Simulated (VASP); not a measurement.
Here is a VASP 6.6.1 calculation.

Contents of POSCAR:

```
Hf
1.0
    0.0000000000      2.2200000000      2.2200000000
    2.2200000000      0.0000000000      2.2200000000
    2.2200000000      2.2200000000      0.0000000000
Hf
1
Cartesian
    0.0000000000      0.0000000000      0.0000000000
```

Contents of INCAR.step1:

```
SYSTEM = Hf
PREC     = Accurate       ! precision mode
ENCUT    = 600            ! plane-wave cutoff, eV
EDIFF    = 1E-8           ! SCF threshold, eV
ISMEAR   = -1             ! smearing method
SIGMA    = 0.05           ! smearing width, eV
LREAL    = .FALSE.        ! projectors in reciprocal space
LASPH    = .TRUE.         ! aspherical terms in the spheres
NELM     = 80             ! most SCF steps
ALGO     = Fast           ! electronic algorithm
ISIF     = 3              ! what is computed and relaxed
LWAVE    = .FALSE.        ! write WAVECAR
LCHARG   = .FALSE.        ! write CHGCAR
GGA      = PS             ! functional
IBRION   = 2              ! ionic algorithm
NSW      = 40             ! ionic steps
EDIFFG   = -0.002         ! ionic threshold
```

File INCAR.step2:

```
SYSTEM = Hf
PREC     = Accurate       ! precision mode
ENCUT    = 600            ! plane-wave cutoff, eV
EDIFF    = 1E-8           ! SCF threshold, eV
ISMEAR   = -1             ! smearing method
SIGMA    = 0.05           ! smearing width, eV
LREAL    = .FALSE.        ! projectors in reciprocal space
LASPH    = .TRUE.         ! aspherical terms in the spheres
NELM     = 80             ! most SCF steps
ALGO     = Fast           ! electronic algorithm
ISIF     = 2              ! what is computed and relaxed
LWAVE    = .FALSE.        ! write WAVECAR
LCHARG   = .FALSE.        ! write CHGCAR
GGA      = PS             ! functional
IBRION   = 6              ! ionic algorithm
NFREE    = 2            
POTIM    = 0.015          ! step
NSW      = 1              ! ionic steps
```

File KPOINTS:

```
regular mesh
0
G
  7 7 7
  0 0 0
```

Potentials or basis: VASP PAW PBE potentials, release 64 (Hf_pv).

The run is started by

```bash
$ cat potpaw_PBE.64/Hf_pv/POTCAR > POTCAR
$ cp INCAR.step1 INCAR
$ mpirun -np 1 vasp_std > vasp.out
$ cp CONTCAR POSCAR
$ cp INCAR.step2 INCAR
$ mpirun -np 1 vasp_std > vasp.out
```

Predict the space group after relaxing (to 0.05 Å).

Fm-3m (No. 225).

Estimate the relaxed cell.

a = 3.125 Å, b = 3.125 Å, c = 3.125 Å, α = 60.00°, β = 60.00°, γ = 60.00°.

Estimate the relaxed volume.

21.57 Å³/atom.

The path:
```
step  energy change (eV)  largest force (eV/Å)  pressure (GPa)  volume (Å³)
   1              0.0000                0.0000           -1.59        21.88
   2              0.0007                0.0000            2.01        21.20
   3             -0.0016                0.0000            0.00        21.57
```

Caveat: the PAW data sets were made with another functional, which shifts forces and pressure a little. The run has no spin-orbit coupling, so splittings on Hf are missing.
